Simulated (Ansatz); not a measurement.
Run this with Ansatz 0.2.0 through its Python package and show what comes out.

Script `mass_bn.py`:
```python
"""Band curvature masses of BN."""

import warnings

import ansatz as az
import numpy as np

SETTINGS = {
    "xc": "LDA",
    "kgrid": (10, 10, 8),
    "occupations": "fixed",
}

warnings.simplefilter("ignore", az.DeckWarning)

vectors = np.array([
    [2.50804092, 0.0, 0.0],
    [-1.24671076, 2.17623104, 0.0],
    [-0.63066508, -1.08811552, 3.02254],
])
bn = (
    az.Lattice.of(vectors)
    .atom("B", (0.979643, 0.983499, 0.001806))
    .atom("N", (0.668506, 0.332385, 0.984999))
)

job = (
    bn.calculation()
    .functional(SETTINGS["xc"])
    .pseudopotentials("paw")
    .kpoints(*SETTINGS["kgrid"], center="gamma")
    .occupations(SETTINGS["occupations"])
)
# step 1: where the edges lie on the mesh
done = job.band_table().run(threads=1)
rep = done.report
levels = np.array(rep["eigenvalues_ev"])
filled = round(rep["n_electrons"] / 2)
edges = {"top filled band": (filled - 1, levels[:, filled - 1].argmax()), "lowest empty band": (filled, levels[:, filled].argmin())}
gap = levels[:, filled].min() - levels[:, filled - 1].max()
print(f"gap on the mesh {gap:.3f} eV")
if gap <= 0.05:
    print("no gap: band-edge masses have no meaning here")
    edges = {}
reciprocal = 2 * np.pi * np.linalg.inv(done.lattice.cell_ang).T
step = 0.01  # 1/A

# m/m_e = (hbar^2/m_e) / (d2E/dk2), with hbar^2/m_e = 7.61996 eV A^2
# a slope that is not zero means that the extremum lies off this mesh point
pairs = [(0, 1), (0, 2), (1, 2)]
moves = [sign * axis for axis in np.eye(3) for sign in (-1, 1)]
moves += [s1 * np.eye(3)[i] + s2 * np.eye(3)[j] for i, j in pairs for s1 in (1, -1) for s2 in (1, -1)]
for name, (band, index) in edges.items():
    together = int(np.sum(np.abs(levels[index] - levels[index, band]) < 2e-3))
    print(name, "at k =", np.round(rep["kpoints_frac"][index], 4), f"E = {levels[index, band]:.4f} eV, degeneracy {together}")
    centre = np.array(rep["kpoints_frac"][index]) @ reciprocal
    points = [centre] + [centre + step * move for move in moves]
    table = job.band_structure(points, intervals=1, cartesian=True).run(threads=1).band_structure().channels[0].eigenvalues_ev
    if together > 1:
        level = np.flatnonzero(np.abs(levels[index] - levels[index, band]) < 2e-3)
        along = (table[1, level] + table[2, level] - 2 * table[0, level]) / step ** 2
        print("  degenerate level, no single mass tensor; masses of its branches along x:", np.round(7.61996 / along, 3), "m_e")
        continue
    e = table[:, band]
    hessian = np.diag((e[1:7:2] + e[2:7:2] - 2 * e[0]) / step ** 2)
    for (i, j), (pp, pm, mp, mm) in zip(pairs, e[7:].reshape(3, 4)):
        hessian[i, j] = hessian[j, i] = (pp - pm - mp + mm) / (4 * step ** 2)
    curvatures, axes = np.linalg.eigh(hessian)
    slope = (e[2:7:2] - e[1:7:2]) / (2 * step)
    print("  slope (eV A):", np.round(slope, 3) + 0.0, "" if np.abs(slope).max() < 0.05 else "- no extremum here, so these are local curvatures and no band-edge masses")
    for curvature, axis in zip(curvatures, axes.T):
        print(f"  principal mass {7.61996 / curvature:8.3f} m_e along", np.round(axis, 2) + 0.0)
```

```console
$ python mass_bn.py
gap on the mesh 2.591 eV
top filled band at k = [0.4   0.4   0.125] E = 5.9023 eV, degeneracy 1
  slope (eV A): [-0.516 -0.085 -0.392] - no extremum here, so these are local curvatures and no band-edge masses
  principal mass   -0.575 m_e along [-0.8   0.59  0.07]
  principal mass   -0.968 m_e along [0.17 0.12 0.98]
  principal mass   -1.821 m_e along [ 0.57  0.8  -0.2 ]
lowest empty band at k = [-0.5 -0.5 -0.5] E = 8.4928 eV, degeneracy 1
  slope (eV A): [0. 0. 0.]
  principal mass    2.044 m_e along [0.53 0.85 0.  ]
  principal mass    0.666 m_e along [0. 0. 1.]
  principal mass    0.199 m_e along [-0.85  0.53  0.  ]
```

What to keep in mind:
- Semilocal gaps usually lie well under measured ones.
- This cell is a computed structure, which may not be the phase found in nature.
- Gaps and levels are Kohn-Sham values on a finite set of k-points.
- The masses are finite-difference curvatures at extrema found on a coarse mesh, which needn't be the true band edges; a step that is long against the gap makes them too heavy. At a valence maximum the curvature is negative (the hole mass is its size); mixed signs mark a saddle. Spin-orbit coupling is left out, and light masses scale with the Kohn-Sham gap.
- It ran for 19 s on 1 thread of Arm Neoverse V1, with other jobs on the host, peak memory 0.43 GiB.
